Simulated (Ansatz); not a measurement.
## Si: stacking energies as a chain of layer couplings

All numbers below come from Ansatz, DFT PBEsol, scalar-relativistic, plane waves, PAW.

Cutoff 420 eV, Γ-centred meshes of like density (12×12×4 for the 6-atom cell), Gaussian smearing of 0.01 eV, energies at zero smearing and 0 K, each start's symmetry kept, no spin polarisation.

Close-packed stackings of Si (double layers of a tetrahedral net) were relaxed in cell and atoms. Energies are per layer, over the stacking AB. Give each step between layers a spin, σ = +1 for A→B, B→C, C→A and −1 for the reverse, and write the energy per layer as E = E₀ − J₁⟨σᵢσᵢ₊₁⟩ − J₂⟨σᵢσᵢ₊₂⟩.

| stacking | ⟨σᵢσᵢ₊₁⟩ | ⟨σᵢσᵢ₊₂⟩ | E − E(AB) (meV/layer) |
| --- | --- | --- | --- |
| AB | -1 | 1 | 0 |
| ABC | 1 | 1 | -19.0 |
| ABCBCB | -0.333 | -0.333 | -9.5 |
| ABACACAC | -0.5 | 0 | -7.1 |
| ABCBACACB | 0.111 | -0.333 | -14.3 |
| ABCABACBAC | 0.6 | 0.2 | -18.0 |

Task: Fit J₁ and J₂, and predict the energy of ABABCBC.

Result: Over AB the model reads ΔE = −J₁(⟨σᵢσᵢ₊₁⟩ + 1) − J₂(⟨σᵢσᵢ₊₂⟩ − 1). Least squares on the 5 rows under AB gives J₁ = 9.67 and J₂ = -2.51 meV, with a residual of 0.33 meV rms. For ABABCBC the averages are -0.143 and -0.143, so ΔE = -11.2 meV a layer; the calculation gives -11.0. The two couplings carry this family well.

Task: Which of AB, ABC, ABAC and ABCACB does the model put lowest, and what do isolated faults cost in ABC stacking?

Result: Over AB the four lie at 0, −2J₁, −J₁ + 2J₂ and (4/3)(J₂ − J₁): AB 0.0, ABC -19.3, ABAC -14.7, ABCACB -16.2 meV a layer, so ABC is lowest. A fault turns some spins; counting the pairs that change sign and dividing by the area of a layer's cell, (√3/2)a² = 12.73 Å² with the cells' mean a = 3.834 Å (1 meV/Å² = 16.02 mJ/m²): intrinsic stacking fault 4(J₁ + J₂) = 28.6 meV, 36 mJ/m²; extrinsic fault 4(J₁ + 2J₂) = 18.6 meV, 23 mJ/m²; twin boundary 2(J₁ + 2J₂) = 9.3 meV, 12 mJ/m². These are model values: no fault cell was computed here.

Cost: 6 runs of about 48 core-minutes in all, on Intel Xeon Processor @ 2.50GHz (Skylake/Cascade Lake) (shared hosts).

Energy falls steadily as like successive steps become more common, in every stacking computed, with cubic ABC lowest and hexagonal AB highest. The tetrahedral nearest-neighbour shell is essentially common to all of them, so the differences are small and come from further out. Reversing a step turns the bonds between double layers from staggered to eclipsed, which brings third neighbours closer and raises the repulsion between bond pairs.

The negative J₂ means that eclipsed layers also disfavour each other as direct neighbours. This is why the model makes the intrinsic fault, with two such layers side by side, dearer than the extrinsic one, where a staggered layer separates them. J₂ is too weak, however, to overturn the preference for cubic stacking, in line with the known ground state of silicon.

That the extrinsic fault costs exactly two twin boundaries is built into a model that stops at second-neighbour steps, so it says nothing about whether twin boundaries attract or repel at that separation.
